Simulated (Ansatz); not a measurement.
# CdSe, one cell by several methods

```
Cd Se
1.0
     0.00000    3.07027    3.07027
     3.07027    0.00000    3.07027
     3.07027    3.07027    0.00000
Cd Se
1 1
Direct
  0.00000 0.00000 0.00000
  0.25000 0.25000 0.25000
```

Atom numbers follow the list: Cd1, Se2.

The cell is the one relaxed in the Materials Project (mp-2691), not relaxed further here; entries there can be hypothetical.

Levels of theory: DFT, LDA, PAW with Ansatz's default frozen-core files, scalar-relativistic (Ansatz 0.2.0); DFT, LDA, all-electron PAW with datasets made for the crystal, scalar-relativistic (Ansatz 0.2.0); DFT, LDA, all-electron LAPW, scalar-relativistic (Ansatz 0.2.0).

For PAW: a Γ-centred 8×8×8 k mesh, Fermi–Dirac smearing of 0.03 eV, cutoff 420 eV, no spin polarisation; the PAW files were made with PBE, and the program remakes their frozen cores for this functional. The crystal-made all-electron datasets (AE datasets) take a cutoff of 240 eV at this cell. LAPW targets a basis error of 1 meV/atom. The Ansatz runs share mesh, smearing and spin set-up. Plane-wave (PAW) pressures include the program's estimate of the Pulay term.

Stress and pressure are positive in compression.

Levels count from the top of the valence band.

| quantity | PAW | AE datasets | LAPW |
| --- | --- | --- | --- |
| pressure (GPa) | -3.26 | -3.25 | -3.25 |
| band gap (eV) | 0.273 | 0.272 | 0.272 |
| highest filled level at Γ (eV) | 0.000 | 0.000 | 0.000 |
| lowest empty level at Γ (eV) | 0.273 | 0.272 | 0.272 |
| highest filled level at X (eV) | -1.785 | -1.786 | -1.786 |
| lowest empty level at X (eV) | 2.996 | 2.996 | 2.996 |
